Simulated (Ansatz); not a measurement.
# Sc2Al: the cost of one run

Method: DFT PBEsol, scalar-relativistic, plane waves, PAW, in Ansatz 0.2.0.

1 further run of the same task is left out (set aside as unsound or not needed).

### 1 The structure to begin with

The structure is hexagonal, space group P6_3/mmc (No. 194). The conventional cell has a = 4.851 Å, b = 4.851 Å, c = 6.085 Å, α = 90.00°, β = 90.00°, γ = 120.00°. Sc (site symmetry -3m) is surrounded by 8 Sc at 3.04 to 3.19 Å and 6 Al at 3.19 Å. Around Sc (site symmetry -6m2) lie 5 Al at 2.80 to 3.04 Å and 6 Sc at 3.19 Å. Al (site symmetry -6m2) is surrounded by 11 Sc at 2.80 to 3.19 Å.

Coordinates:

```xyz
6
Lattice="4.8509 0.0000 0.0000 -2.4254 4.2010 0.0000 0.0000 0.0000 6.0855" Properties=species:S:1:pos:R:3 pbc="T T T"
Sc    0.0000    0.0000    0.0000
Sc    0.0000    0.0000    3.0427
Sc    0.0000    2.8007    4.5641
Sc    2.4254    1.4003    1.5214
Al    0.0000    2.8007    1.5214
Al    2.4254    1.4003    4.5641
```

It goes back to an entry of the Materials Project, which need not be the stable form.

This cell was relaxed beforehand with the same method: volume 20.67 Å³/atom, gap on the mesh none (metal).

### 2 Bulk reference on the slab's mesh

input.yaml

```yaml
crystal:
  lattice:
    - [4.8508989706, 0.0, 0.0]
    - [-2.4254494853, 4.2010017397, 0.0]
    - [0.0, 0.0, 6.0854513235]
  atoms:
    - { symbol: Sc, position: [0.0, 0.0, 0.0] }
    - { symbol: Sc, position: [0.0, 0.0, 0.5] }
    - { symbol: Sc, position: [0.3333333333, 0.6666666667, 0.75] }
    - { symbol: Sc, position: [0.6666666667, 0.3333333333, 0.25] }
    - { symbol: Al, position: [0.3333333333, 0.6666666667, 0.25] }
    - { symbol: Al, position: [0.6666666667, 0.3333333333, 0.75] }
basis:
  ecutwfc: 420
kpoints:
  mp_grid: { grid: [9, 9, 6] }
hamiltonian:
  xc: pbesol
scf:
  occupations: { method: gaussian, width: 0.1 }
output:
  forces: true
  stress: true
  eigenvalues: true
```

On the command line:

```console
ansatz run input.yaml --threads 1 --pin off --max-ram 2560MiB --backend cpu --events-out ev --progress --plain --runs-dir out
```

**Question.** How long does this run take on 1 thread of Intel Xeon 6975P-C (Granite Rapids), shared host, and how much memory does it need?

About 5.8 s, with a peak of 0.49 GiB.
